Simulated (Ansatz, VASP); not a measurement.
## FeO: 3 runs at one level of theory

The starting cell:

```
Fe O
1.0
     0.00000    2.15540    2.15540
     2.15540    0.00000    2.15540
     2.15540    2.15540    0.00000
Fe O
1 1
Direct
  0.00000 0.00000 0.00000
  0.50000 0.50000 0.50000
```

Alike in all runs: task relaxation of cell and atoms; functional RPBE; k mesh 8 × 8 × 8; occupations fermi-dirac, width 0.05 eV; collinear spin, ferromagnetic start; no spin-orbit coupling. The measured crystal is an antiferromagnetic insulator; the state found here is the runs' own.

```
                        program and potentials  plane-wave cutoff (eV)                                                                                          notes  equilibrium volume (Å³/atom)
                            Ansatz, Ansatz PAW                     420  potentials made for PBE, which Ansatz adapts in part; 11 valence electrons an atom on average                         10.32
             VASP, PBE PAW files Fe, O, 600 eV                     600                                potentials made for PBE; 7 valence electrons an atom on average                         10.31
Ansatz, all-electron LAPW, scalar-relativistic                       -                                                                                              -                         10.31
```

The equilibrium volume spans 10.31 (VASP, PBE PAW files Fe, O, 600 eV) to 10.32 Å³/atom (Ansatz, Ansatz PAW), with all-electron results at 10.31. Some sets were made for another functional than the one run, which can shift their rows. The state is the one that the start led to, which needn't be the lowest. Relaxations stop with a little pressure left, so the last digit of a volume isn't settled.

The functional is the same throughout but for its coding, so the spread measures potentials, basis and numerics; runs on potential files found faulty are left out.
